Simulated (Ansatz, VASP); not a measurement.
**Two plane-wave programs on HfO2**

```
Hf O
1.0
     0.00000    2.47755    2.47755
     2.47755    0.00000    2.47755
     2.47755    2.47755    0.00000
Hf O
1 2
Direct
  0.00000 0.00000 0.00000
  0.25000 0.25000 0.25000
  0.75000 0.75000 0.75000
```

Alike in both runs: task single point; functional r2SCAN; k mesh 8 × 8 × 8; no spin polarisation.

```csv
,VASP,Ansatz
version,VASP 6.6.1,Ansatz 0.2.0
potentials or method,"VASP PAW PBE potentials, release 64 (Hf_pv, O)","plane waves, PAW"
plane-wave cutoff (eV),520,500
occupations,"gaussian, width 0.01 eV",fixed
valence electrons in the cell,22,38
```

|  | VASP | Ansatz | Ansatz less VASP |
| --- | --- | --- | --- |
| gap on the k mesh at the Fermi level (eV) | 4.50 | 4.47 | -0.032 |
| pressure (GPa) | 14.5 | 19.1 | +4.57 |

The two sets of potentials don't hold the same shells in valence.

Caveats: the PAW data sets were made with another functional, which shifts forces and pressure a little (VASP); spin-orbit coupling is left out, which moves the levels of the heavy elements. A k mesh can miss the band edges. r2SCAN opens gaps a little over a GGA but as a rule still falls short of measured ones.
